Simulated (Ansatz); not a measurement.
ZnS: a film clamped to a substrate

These are results of DFT PBE, scalar-relativistic, plane waves, PAW (Ansatz 0.2.0), not measurements. The runs took a 420 eV cutoff, a Γ-centred 12×12×2 mesh and Gaussian smearing (0.05 eV). No spin polarisation. Energies are free energies at this smearing, counted from the undisturbed cell; pressure is positive in compression.

The undisturbed cell (relaxed at this level):

```xyz
8
Lattice="3.8467 0.0000 0.0000 -1.9234 3.3314 0.0000 0.0000 0.0000 12.5902" Properties=species:S:1:pos:R:3 pbc="T T T"
Zn    0.0000    0.0000    0.0006
Zn    0.0000    0.0000    6.2957
Zn    0.0000    2.2209    3.1479
Zn    1.9234    1.1105    9.4430
S     0.0000    0.0000    2.3580
S     0.0000    0.0000    8.6531
S     0.0000    2.2209    5.5099
S     1.9234    1.1105   11.8050
```

The cell (8 atoms, V0 = 161.34 Å³) is strained by p along both x and y and by q along z, fractional coordinates fixed. τp = (1/V0) ∂E/∂p = (σxx + σyy)(1 + p)(1 + q) and τq = (1/V0) ∂E/∂q = σzz(1 + p)², with tension positive.

| p | q | ΔE (meV/atom) | τp (GPa) | τq (GPa) |
| --- | --- | --- | --- | --- |
| 0.000 | 0.000 | 0.00 | -0.05 | 0.00 |
| -0.030 | 0.000 | 22.87 | -12.68 | -1.72 |
| 0.030 | 0.000 | 18.42 | 9.32 | 1.49 |
| 0.000 | -0.030 | 9.80 | -1.71 | -5.47 |
| 0.000 | 0.030 | 7.98 | 1.48 | 4.02 |

Problem. Get the second derivatives of the energy density.

Solution. Central differences give A = ∂τp/∂p = 367 GPa (C11 + C22 + 2 C12), C = ∂τq/∂q = 158 GPa (C33) and the cross term B = ∂τq/∂p = 54 GPa (C13 + C23); ∂τp/∂q = 53 GPa must equal B, and any difference shows higher-order terms. Steps this large leave an error of some per cent of A or C in all of these, which can swamp a small B. The ions are clamped.

Problem. A film of this crystal grows with z along the normal on a substrate that imposes p. How does its thickness respond, and what does the misfit cost?

Solution. Count p and q from the stress-free cell. A free surface needs τq = 0, so q = −(B/C) p = -0.34 p. The energy density left is (A − B²/C) p²/2 = M p², with the biaxial modulus M = 174 GPa; a misfit of 1 % costs 2.19 meV/atom, against 2.31 meV/atom if the thickness were held.

At p = -0.030 the energies along q are 39.5 (q = -0.030), 28.5 (q = -0.015), 22.9 (q = 0.000), 21.8 (q = 0.015), 24.6 (q = 0.030) meV/atom.

Problem. Does the linear rule hold at this misfit?

Solution. A parabola through the lowest point and its neighbours has its minimum at q = 0.012, 21.7 meV/atom. With the stress left in the starting cell, τp0 and τq0, linear elasticity gives q = −(τq0 + Bp)/C = 0.010 and E = V0(τp0 p + τq0 q + Ap²/2 + Bpq + Cq²/2)/N = 19.9 meV/atom. The two agree within a tenth in energy.

Forces appear on the atoms along this scan, and letting them relax would lower the energy and soften the response.

Changing the film's thickness relieves little of the misfit energy: the cost of a 1 % misfit falls only from 2.31 to 2.19 meV/atom. Most of the energy is in-plane strain of the tetrahedral Zn–S network, which the weak cross coupling cannot pass on to the normal. A exceeds C largely because it describes two axes strained together, so it is no sign of strong elastic anisotropy. Compression costs more than equal tension along both p and q, as expected when short-range repulsion steepens at shorter bond lengths. This anharmonicity probably explains why the linear estimate falls below the scanned minimum at p = -0.030.

The thickness response of -0.34 p is weak for a tetrahedral semiconductor strained in this plane. The likely cause is the fixed fractional coordinates, which leave the bonds along z unchanged under p and force the inclined ones to take the strain. Internal relaxation would shift strain into bond bending and should raise B while lowering C, so a real film would probably change thickness more. The misfit energy alone does not set the thickness at which dislocations appear.
